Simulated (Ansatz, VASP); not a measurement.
One calculation of Au, two programs

```
Au
1.0
     0.00000    2.02413    2.02413
     2.02413    0.00000    2.02413
     2.02413    2.02413    0.00000
Au
1
Cartesian
  0.0000 0.0000 0.0000
```

Alike in both runs: functional LDA; k mesh 18 × 18 × 18; occupations gaussian, width 0.1 eV; no spin polarisation.

Ansatz relaxed the structure, and its values are those at the end. VASP's run is a single point on that final structure, the one shown.

```csv
,VASP,Ansatz
version,VASP 6.6.1,Ansatz 0.2.0
potentials or method,"VASP PAW LDA potentials, release 64 (Au)","scalar-relativistic, plane waves, PAW"
plane-wave cutoff (eV),520,420
valence electrons in the cell,11,19
```

Ansatz gave:

- gap on the k mesh at the Fermi level (eV): none
- pressure (GPa): 0.0

Task: Which values does VASP return?

Result: gap on the k mesh at the Fermi level (eV): none; pressure (GPa): 0.5.

A gap of «none» marks a metal or a gap that the smearing closes. The two sets of potentials don't hold the same shells in valence. Ansatz warned: «pseudo_functional_mismatch».

The runs have no spin-orbit coupling, so splittings on Au are missing.
